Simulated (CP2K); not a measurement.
B:

```
B
1.0
     1.62456    0.00000    0.00000
     0.00000    2.86615    0.00000
     0.00000    0.00000    3.91440
B
2
Direct
  0.00000 0.50000 0.60926
  0.50000 0.00000 0.39074
```

The cell was built by a generator and needn't be a form met in nature.

- Program: CP2K 2026.2
- Task: relaxation of cell and atoms
- Functional: LDA
- Potentials or basis: GTH_POTENTIALS B GTH-PADE-q3; TZVP-MOLOPT-PBE-GTH basis
- Density cutoff: 6123 eV
- k mesh: 12 × 7 × 5
- Occupations: fermi-dirac, width 0.1 eV
- Spin: no spin polarisation

At the start: pressure -7.6 GPa; volume 9.11 Å³/atom.

Task: Where does the relaxation end?

Result: Over 19 steps the energy falls by 17.8 meV/atom and the volume is 8.20 Å³/atom (-10.0 %); space group Pmmn (No. 59, to 0.05 Å).

Step by step:
```tsv
step	energy change (eV)	largest force (eV/Å)	volume (Å³)
1	0.0000	0.2241	18.23
2	-0.0048	0.1766	18.13
3	-0.0118	0.0304	17.87
4	-0.0137	0.0115	17.81
5	-0.0187	0.1419	17.64
6	-0.0195	0.1268	17.64
7	-0.0202	0.0789	17.64
8	-0.0208	0.0345	17.61
9	-0.0215	0.0232	17.53
10	-0.0219	0.0449	17.46
11	-0.0223	0.0508	17.40
12	-0.0230	0.0500	17.31
13	-0.0248	0.0410	17.11
14	-0.0282	0.0181	16.73
15	-0.0321	0.0069	16.32
16	-0.0348	0.0032	16.27
17	-0.0355	0.0043	16.38
18	-0.0355	0.0015	16.40
19	-0.0355	0.0015	16.40
```

Final structure:
```cif
data_structure
_symmetry_space_group_name_H-M 'P 1'
_symmetry_Int_Tables_number 1
_cell_length_a 1.6117
_cell_length_b 2.8030
_cell_length_c 3.6298
_cell_angle_alpha 90.000
_cell_angle_beta 90.000
_cell_angle_gamma 90.000
_cell_volume 16.40
loop_
_atom_site_label
_atom_site_type_symbol
_atom_site_fract_x
_atom_site_fract_y
_atom_site_fract_z
_atom_site_occupancy
B1 B 0.00000 0.50000 0.61519 1
B2 B 0.50000 0.00000 0.38481 1
```

Caveat: the basis of atomic orbitals isn't converged, which shifts pressures, moduli and gaps.
